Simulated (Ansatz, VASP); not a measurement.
# Co in VASP and in Ansatz

```
Co
1.0
     0.00000    1.79785    1.79785
     1.79785    0.00000    1.79785
     3.59570    3.59570    0.00000
Co
2
Direct
  0.00000 0.00000 0.00000
  0.00000 0.00000 0.50000
```

Alike in both runs: task single point; functional PBEsol; k mesh 12 × 12 × 6; occupations fermi-dirac, width 0.1 eV; collinear spin.

|  | VASP | Ansatz |
| --- | --- | --- |
| version | VASP 6.6.1 | Ansatz 0.2.0 |
| potentials or method | VASP PAW PBE potentials, release 64 (Co) | PAW, plane waves, scalar-relativistic |
| plane-wave cutoff (eV) | 520 | 420 |
| valence electrons in the cell | 18 | 34 |

Ansatz gave:

```
pressure (GPa)                                                : -24.7
largest component of the traceless stress (GPa)               : 1.50
net moment per atom (μB)                                      : 0.00
size of the moment on the site where the two differ most (μB) : 1.19
```

Question: What did VASP give for the same quantities?

Answer: Pressure (GPa): -24.9; largest component of the traceless stress (GPa): 1.48; net moment per atom (μB): 0.00; size of the moment on the site where the two differ most (μB): 1.17.

Site moments also hang on the region over which each program counts them. With one functional, cell and mesh, what is left measures potentials, basis and numerics. The two sets of potentials don't hold the same shells in valence.

Caveats: so large a pressure means that the cell lies far from this level's equilibrium, or that cutoff or potentials fall short (VASP); the potentials were made for another functional, which shifts forces and pressure (VASP).
